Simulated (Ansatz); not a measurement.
# WS2: a line through a two-coordinate scan

One line of a two-coordinate grid on WS2 (P-6m2, No. 187; 3 atoms in the cell): amplitude of mode 9 (442 cm⁻¹) is varied, at amplitude of mode 4 (298 cm⁻¹) = 0.000 Å.

Program: Ansatz 0.2.0. Level of theory: DFT PBEsol+D3(BJ), scalar-relativistic, plane waves, PAW. These are calculated values, not measurements.

4 further runs of the same task are left out: 4 set aside as unsound or not needed.

### Step 1. The starting structure

Symmetry: P-6m2, No. 187, hexagonal system. Conventional cell: a = 3.124 Å, b = 3.124 Å, c = 16.938 Å, α = 90.00°, β = 90.00°, γ = 120.00°. W (site symmetry -6m2) is surrounded by 6 S at 2.39 Å. S (site symmetry 3m) is surrounded by 3 W at 2.39 Å.

Coordinates:

```cif
data_structure
_symmetry_space_group_name_H-M 'P-6m2'
_symmetry_Int_Tables_number 187
_cell_length_a 3.1239
_cell_length_b 3.1239
_cell_length_c 16.9375
_cell_angle_alpha 90.000
_cell_angle_beta 90.000
_cell_angle_gamma 120.000
_cell_volume 143.15
loop_
_atom_site_label
_atom_site_type_symbol
_atom_site_symmetry_multiplicity
_atom_site_Wyckoff_symbol
_atom_site_fract_x
_atom_site_fract_y
_atom_site_fract_z
_atom_site_occupancy
W1 W 1 c 0.33333 0.66667 0.00000 1
S1 S 2 i 0.66667 0.33333 0.90715 1
```

It goes back to an entry of the Materials Project, which need not be the stable form.

It is the result of an earlier relaxation at this level (volume 47.72 Å³/atom; gap on the mesh: 1.99 eV).

### Step 2. What is varied

The energy is mapped over two normal modes frozen in (zone-centre modes of the cell shown).

The axes are (1) amplitude of mode 4 (298 cm⁻¹), largest displacement: 11 values from −0.076 Å; (2) amplitude of mode 9 (442 cm⁻¹), largest displacement: 11 values from −0.098 Å.

Nothing else is relaxed (the cell and all other modes fixed). Energies count from the relaxed high-symmetry cell. Points are written as (first, second).

The modes come from a phonon run on the reference cell, made beforehand.

Displacement patterns for an amplitude of 1 (Å):

| atom | x1 | y1 | z1 | x2 | y2 | z2 |
| --- | --- | --- | --- | --- | --- | --- |
| W1 | 0.000 | 0.000 | 0.000 | 0.000 | 0.000 | -0.349 |
| S2 | 1.000 | 0.000 | 0.000 | 0.000 | 0.000 | 1.000 |
| S3 | -1.000 | 0.000 | 0.000 | 0.000 | 0.000 | 1.000 |

### Step 3. Point (0.000 Å, −0.098 Å)

The input, input.yaml:

```yaml
crystal:
  lattice:
    - [3.1239380587, 0.0, 0.0]
    - [-1.5619690294, 2.7054097187, 0.0]
    - [0.0, 0.0, 16.9375357456]
  atoms:
    - { symbol: W, position: [0.3333333333, 0.6666666667, 0.0020180381] }
    - { symbol: S, position: [0.6666666667, 0.3333333333, 0.9013652059] }
    - { symbol: S, position: [0.6666666667, 0.3333333333, 0.0870628629] }
basis:
  ecutwfc: 420
kpoints:
  mp_grid: { grid: [12, 12, 2] }
hamiltonian:
  xc: pbesol
  pseudopotentials: { kind: paw, azcp: { folder: soft_1 } }
  dispersion: d3bj
scf:
  occupations: { method: gaussian, width: 0.05 }
output:
  forces: true
  stress: true
  eigenvalues: true
```

Started as:

```bash
> ansatz run input.yaml --threads 1 --pin off --max-ram 2048MiB --backend cpu --events-out ev --progress --plain --runs-dir out
```

Further runs follow: the other points of the line.

What does the calculation give? Wanted: for each run, amplitude of mode 9; energy; slope; pressure; largest force on an atom.

As calculated:

| amplitude of mode 9 (442 cm⁻¹), largest displacement (Å) | step | energy (meV) | slope (meV per Å) | pressure (GPa) | band gap on the k-mesh (eV) | largest force on an atom (eV/Å) |
| --- | --- | --- | --- | --- | --- | --- |
| −0.098 | 3 | 297 | −6035 | 0.66 | 1.75 | 4.47 |
| −0.078 | 4 | 191 | −4848 | 0.42 | 1.90 | 3.59 |
| −0.059 | 5 | 107 | −3647 | 0.23 | 1.95 | 2.70 |
| −0.039 | 6 | 48 | −2436 | 0.09 | 1.97 | 1.81 |
| −0.020 | 7 | 12 | −1219 | 0.01 | 1.99 | 0.90 |
| 0.000 | – | 0 | 0 | −0.02 | 1.99 | 0.00 |
| 0.020 | – | 12 | 1219 | 0.01 | 1.99 | 0.90 |
| 0.039 | – | 48 | 2436 | 0.09 | 1.97 | 1.81 |
| 0.059 | – | 107 | 3647 | 0.23 | 1.95 | 2.70 |
| 0.078 | – | 191 | 4848 | 0.42 | 1.90 | 3.59 |
| 0.098 | – | 297 | 6035 | 0.66 | 1.75 | 4.47 |

Energies count from the relaxed high-symmetry cell. Rows without a step come from runs not printed here or follow by symmetry. Slopes come from the forces (and the stress, where the cell changes), not from differences of energies.

The lowest point of the line is at 0.000 Å, 0 meV from the zero. Energies and slopes round the minimum, fitted together, put the minimum at 0.0000 Å, with a curvature of about 62000 meV per Å². The highest point computed, at −0.098 Å, lies 297 meV above the lowest. This is one cut through a surface in two coordinates; it holds the lowest point sampled, which need not be a minimum. With the other coordinates free, the energies away from the reference would be the same or lower. These runs have no spin-orbit coupling; with W it would split and shift bands.

The gaps are Kohn-Sham values of a semilocal functional, not quasiparticle or optical gaps. Such gaps usually fall short of the measured ones.
